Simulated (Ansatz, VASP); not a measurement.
## InAs: VASP beside Ansatz

The input INCAR:

```
SYSTEM = InAs
PREC = Accurate ; ENCUT = 520
EDIFF = 1E-6 ; ISMEAR = -1
SIGMA = 0.05 ; LREAL = .False.
LASPH = .True. ; NELM = 80
ALGO = Normal ; ISIF = 2
LWAVE = .False. ; LCHARG = .False.
GGA = CA ; NBANDS = 16
```

File KPOINTS:

```
regular mesh
0
Gamma
  8 8 8
  0 0 0
```

The input POSCAR:

```
InAs
1.0
    0.0000000000      3.0180000000      3.0180000000
    3.0180000000      0.0000000000      3.0180000000
    3.0180000000      3.0180000000      0.0000000000
In As
1 1
Direct
    0.0000000000      0.0000000000      0.0000000000
    0.7500000000      0.7500000000      0.7500000000
```

File input.yaml:

```yaml
crystal:
  lattice:
    - [0.0, 3.018, 3.018]
    - [3.018, 0.0, 3.018]
    - [3.018, 3.018, 0.0]
  atoms:
    - { symbol: In, position: [0.0, 0.0, 0.0] }
    - { symbol: As, position: [0.75, 0.75, 0.75] }
kpoints:
  mp_grid: { grid: [8, 8, 8] }
scf:
  occupations: { method: fermi_dirac, width: 0.05 }
hamiltonian:
  xc: lda
  pseudopotentials: { kind: all_electron, lapw: { basis_error: 0.001 } }
output:
  forces: true
  stress: true
  eigenvalues: true
```

Alike in both runs: task single point; functional LDA; k mesh 8 × 8 × 8; occupations fermi-dirac, width 0.05 eV; no spin polarisation.

```csv
,VASP,Ansatz
version,VASP 6.6.1,Ansatz 0.2.0
potentials or method,"VASP PAW LDA potentials, release 64 (In_d, As)","all-electron LAPW, scalar-relativistic"
plane-wave cutoff (eV),520,see its input
```

VASP gave:

| Property | Result |
| --- | --- |
| gap on the k mesh at the Fermi level (eV) | none |
| pressure (GPa) | -0.1 |

Q: What did Ansatz give for the same quantities?

A: gap on the k mesh at the Fermi level (eV): none; pressure (GPa): -0.3.

A gap of «none» marks a metal or a gap that the smearing closes. Ansatz ran all-electron here, so the differences hold the error of VASP's frozen core and of both bases.
